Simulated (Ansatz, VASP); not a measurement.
## One calculation of Si, two programs

INCAR

```
SYSTEM = Si
PREC = Accurate
ENCUT = 520
EDIFF = 1E-6
ISMEAR = 0
SIGMA = 0.05
LREAL = .FALSE.
LASPH = .TRUE.
NELM = 80
ALGO = Normal
ISIF = 2
LWAVE = .FALSE.
LCHARG = .FALSE.
GGA = PE
NBANDS = 11
```

Contents of KPOINTS:

```
Automatic mesh
0
G
  10 10 10
  0 0 0
```

The input POSCAR:

```
Si
1.0
    0.0000000000      2.7564696162      2.7564696162
    2.7564696162      0.0000000000      2.7564696162
    2.7564696162      2.7564696162      0.0000000000
Si
2
Direct
    0.5000000000      0.5000000000      0.5000000000
    0.7500000000      0.7500000000      0.7500000000
```

Input for Ansatz:

```yaml
crystal:
  lattice:
    - [0.0, 2.7564696162, 2.7564696162]
    - [2.7564696162, 0.0, 2.7564696162]
    - [2.7564696162, 2.7564696162, 0.0]
  atoms:
    - { symbol: Si, position: [0.5, 0.5, 0.5] }
    - { symbol: Si, position: [0.75, 0.75, 0.75] }
basis:
  ecutwfc: 420
kpoints:
  mp_grid: { grid: [10, 10, 10] }
hamiltonian:
  xc: pbe
  pseudopotentials: { kind: paw, azcp: { folder: soft_1 } }
scf:
  occupations: { method: gaussian, width: 0.05 }
output:
  forces: true
  stress: true
  eigenvalues: true
```

Alike in both runs: task single point; functional PBE; k mesh 10 × 10 × 10; occupations gaussian, width 0.05 eV; no spin polarisation.

|  | VASP | Ansatz |
| --- | --- | --- |
| version | VASP 6.6.1 | Ansatz 0.2.0 |
| potentials or method | VASP PAW PBE potentials, release 64 (Si) | scalar-relativistic, plane waves, PAW |
| plane-wave cutoff (eV) | 520 | 420 |
| valence electrons in the cell | 8 | 8 |

```tsv
	VASP	Ansatz	Ansatz less VASP
gap on the k mesh at the Fermi level (eV)	0.66	0.66	-0.001
least direct gap on the mesh (eV)	2.54	2.54	-0.002
pressure (GPa)	-2.0	-2.0	+0.05
```

The functional is the same, so the differences come from potentials, cutoffs and numerics.

A k mesh can miss the band edges.
